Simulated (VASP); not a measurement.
# Zr: generalised stacking fault

Zr, P6_3/mmc (no. 194), 8 atoms in the cell. PBE, constrained relaxations along a path; PAW potentials Zr_sv (PBE set).

Path: generalised stacking fault, a/3<10-10> on (0001); Layers in the cell: 8.

## Input

INCAR:
```
SYSTEM = Zr
PREC = Normal
ENCUT = 250
EDIFF = 1E-6
ISMEAR = 1
SIGMA = 0.2
LREAL = .FALSE.
LASPH = .TRUE.
NELM = 100
ALGO = Normal
LWAVE = .FALSE.
LCHARG = .FALSE.
IBRION = 2
NSW = 100
ISIF = 2
EDIFFG = -0.02
POTIM = 0.5
ISYM = 2
KPAR = 8
```

KPOINTS:
```
k-points
0
Gamma
  15 15 3
```

POSCAR.step1:
```
Zr
1.0
    3.2320000000      0.0000000000      0.0000000000
    1.6160000000      2.7989941050      0.0000000000
    0.0000000000      0.0000000000     20.5880000000
Zr
8
Selective dynamics
Direct
   -0.3333333333      0.6666666667      0.0000000000  F F T
    0.0000000000      0.0000000000      0.1250000000  F F T
   -0.3333333333      0.6666666667      0.2500000000  F F T
    0.0000000000      0.0000000000      0.3750000000  F F T
   -0.3333333333      0.6666666667      0.5000000000  F F T
    0.0000000000      0.0000000000      0.6250000000  F F T
   -0.3333333333      0.6666666667      0.7500000000  F F T
    0.0000000000      0.0000000000      0.8750000000  F F T
```

POSCAR.step2:
```
Zr
1.0
    3.2320000000      0.0000000000      0.0000000000
    1.6160000000      2.7989941050      0.0000000000
   -0.3232000000     -0.1865996070     20.5880000000
Zr
8
Selective dynamics
Direct
   -0.3333333333      0.6666666667      0.0000000000  F F T
    0.0083333333      0.0083333333      0.1250000000  F F T
   -0.3166666667      0.6833333333      0.2500000000  F F T
    0.0250000000      0.0250000000      0.3750000000  F F T
   -0.3000000000      0.7000000000      0.5000000000  F F T
    0.0416666667      0.0416666667      0.6250000000  F F T
   -0.2833333333      0.7166666667      0.7500000000  F F T
    0.0583333333      0.0583333333      0.8750000000  F F T
```

POSCAR.step3:
```
Zr
1.0
    3.2320000000      0.0000000000      0.0000000000
    1.6160000000      2.7989941050      0.0000000000
   -0.6464000000     -0.3731992140     20.5880000000
Zr
8
Selective dynamics
Direct
   -0.3333333333      0.6666666667      0.0000000000  F F T
    0.0166666667      0.0166666667      0.1250000000  F F T
   -0.3000000000      0.7000000000      0.2500000000  F F T
    0.0500000000      0.0500000000      0.3750000000  F F T
   -0.2666666667      0.7333333333      0.5000000000  F F T
    0.0833333333      0.0833333333      0.6250000000  F F T
   -0.2333333333      0.7666666667      0.7500000000  F F T
    0.1166666667      0.1166666667      0.8750000000  F F T
```

POSCAR.step4:
```
Zr
1.0
    3.2320000000      0.0000000000      0.0000000000
    1.6160000000      2.7989941050      0.0000000000
   -0.8080000000     -0.4664990175     20.5880000000
Zr
8
Selective dynamics
Direct
   -0.3333333333      0.6666666667      0.0000000000  F F T
    0.0208333333      0.0208333333      0.1250000000  F F T
   -0.2916666667      0.7083333333      0.2500000000  F F T
    0.0625000000      0.0625000000      0.3750000000  F F T
   -0.2500000000      0.7500000000      0.5000000000  F F T
    0.1041666667      0.1041666667      0.6250000000  F F T
   -0.2083333333      0.7916666667      0.7500000000  F F T
    0.1458333333      0.1458333333      0.8750000000  F F T
```

POSCAR.step5:
```
Zr
1.0
    3.2320000000      0.0000000000      0.0000000000
    1.6160000000      2.7989941050      0.0000000000
   -0.9696000000     -0.5597988210     20.5880000000
Zr
8
Selective dynamics
Direct
   -0.3333333333      0.6666666667      0.0000000000  F F T
    0.0250000000      0.0250000000      0.1250000000  F F T
   -0.2833333333      0.7166666667      0.2500000000  F F T
    0.0750000000      0.0750000000      0.3750000000  F F T
   -0.2333333333      0.7666666667      0.5000000000  F F T
    0.1250000000      0.1250000000      0.6250000000  F F T
   -0.1833333333      0.8166666667      0.7500000000  F F T
    0.1750000000      0.1750000000      0.8750000000  F F T
```

POSCAR.step6:
```
Zr
1.0
    3.2320000000      0.0000000000      0.0000000000
    1.6160000000      2.7989941050      0.0000000000
   -1.2928000000     -0.7463984280     20.5880000000
Zr
8
Selective dynamics
Direct
   -0.3333333333      0.6666666667      0.0000000000  F F T
    0.0333333333      0.0333333333      0.1250000000  F F T
   -0.2666666667      0.7333333333      0.2500000000  F F T
    0.1000000000      0.1000000000      0.3750000000  F F T
   -0.2000000000      0.8000000000      0.5000000000  F F T
    0.1666666667      0.1666666667      0.6250000000  F F T
   -0.1333333333      0.8666666667      0.7500000000  F F T
    0.2333333333      0.2333333333      0.8750000000  F F T
```

POSCAR.step7:
```
Zr
1.0
    3.2320000000      0.0000000000      0.0000000000
    1.6160000000      2.7989941050      0.0000000000
   -1.6160000000     -0.9329980350     20.5880000000
Zr
8
Selective dynamics
Direct
   -0.3333333333      0.6666666667      0.0000000000  F F T
    0.0416666667      0.0416666667      0.1250000000  F F T
   -0.2500000000      0.7500000000      0.2500000000  F F T
    0.1250000000      0.1250000000      0.3750000000  F F T
   -0.1666666667      0.8333333333      0.5000000000  F F T
    0.2083333333      0.2083333333      0.6250000000  F F T
   -0.0833333333      0.9166666667      0.7500000000  F F T
    0.2916666667      0.2916666667      0.8750000000  F F T
```

Commands (each step's output is kept before the next begins):
```
cat potpaw_PBE.64/Zr_sv/POTCAR > POTCAR
# POSCAR: c tilted by 0 of a/3<10-10> on (0001)
cp POSCAR.step1 POSCAR
mpirun -np 8 vasp_std > vasp.out
# POSCAR: c tilted by 0.2 of a/3<10-10> on (0001)
cp POSCAR.step2 POSCAR
mpirun -np 8 vasp_std > vasp.out
# POSCAR: c tilted by 0.4 of a/3<10-10> on (0001)
cp POSCAR.step3 POSCAR
mpirun -np 8 vasp_std > vasp.out
# POSCAR: c tilted by 0.5 of a/3<10-10> on (0001)
cp POSCAR.step4 POSCAR
mpirun -np 8 vasp_std > vasp.out
# POSCAR: c tilted by 0.6 of a/3<10-10> on (0001)
cp POSCAR.step5 POSCAR
mpirun -np 8 vasp_std > vasp.out
# POSCAR: c tilted by 0.8 of a/3<10-10> on (0001)
cp POSCAR.step6 POSCAR
mpirun -np 8 vasp_std > vasp.out
# POSCAR: c tilted by 1 of a/3<10-10> on (0001)
cp POSCAR.step7 POSCAR
mpirun -np 8 vasp_std > vasp.out
```

## Result

- Unstable fault energy (mJ/m²): 263
- Energy at the end of the slip (mJ/m²): 219
- Ionic steps, all stages: 23
- Electronic steps, all stages: 247

Energy along the slip:

| Share of the slip | Fault energy (mJ/m²) |
|---|---|
| 0 | 0 |
| 0.2 | 51 |
| 0.4 | 151 |
| 0.5 | 202 |
| 0.6 | 254 |
| 0.8 | 259 |
| 1 | 219 |

Limits: the faults repeat once a cell, and the in-plane lattice is that of the given cell.

VASP 6.6.1 took 1701 s on 8 cores (Intel Xeon Platinum 8259CL @ 2.50GHz (Skylake/Cascade Lake)), a shared host.
